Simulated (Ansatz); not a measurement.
Zinc-blende AlSb, treated with r²SCAN0 (Ansatz, a first-principles code, PAW).

Total energies, extrapolated to zero smearing (they compare only within this program, potentials and cutoff):

| system | energy (eV/atom) |
|---|---|
| zinc-blende AlSb, relaxed | -3519.9678 |
| fcc Al | -540.1904 |
| rhombohedral A7 Sb | -6499.0241 |

**Question.** Work out the enthalpy of formation per atom.

**Answer.** ΔH_f ≈ ΔE = -3519.9678 − [1 × (-540.1904) + 1 × (-6499.0241)]/2 = -0.361 eV/atom (0 K, no vibrations). The reference value is -0.260 ± 0.005 eV/atom (measured, 298 K, copied from a table, unchecked, not corrected to a static lattice; as tabulated in Wang et al. (2021), doi:10.1038/s41598-021-94550-5), a difference of -0.101 eV/atom.

Spin–orbit coupling is left out; its size isn't shown.

The PAW data were made under PBE.
